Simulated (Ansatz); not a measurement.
AgBr:

```
Ag Br
1.0
     0.00000    2.87015    2.87015
     2.87015    0.00000    2.87015
     2.87015    2.87015    0.00000
Ag Br
1 1
Direct
  0.00000 0.00000 0.00000
  0.50000 0.50000 0.50000
```

* Program: Ansatz 0.2.0
* Task: relaxation of cell and atoms
* Functional: LDA
* Potentials or basis: all-electron LAPW, scalar-relativistic
* Basis error allowed: 0.001 eV/atom
* k mesh: 8 × 8 × 8
* Occupations: fermi-dirac, width 0.05 eV
* Spin: no spin polarisation

At the start: volume 23.64 Å³/atom.

**Question.** Where does the relaxation end?

**Answer.** Over 5 steps the energy falls by 26.9 meV/atom and the volume is 21.78 Å³/atom (-7.9 %); space group Fm-3m (No. 225, to 0.05 Å).

The path:
```csv
step,energy change (eV),largest force (eV/Å),volume (Å³)
1,0.0000,0.0000,47.29
2,-0.0451,0.0000,42.20
3,-0.0534,0.0000,43.79
4,-0.0537,0.0000,43.55
5,-0.0537,0.0000,43.55
```

Final structure:
```
Ag Br
1.0
     0.00000    2.79248    2.79248
     2.79248    0.00000    2.79248
     2.79248    2.79248    0.00000
Ag Br
1 1
Direct
  0.00000 0.00000 0.00000
  0.50000 0.50000 0.50000
```
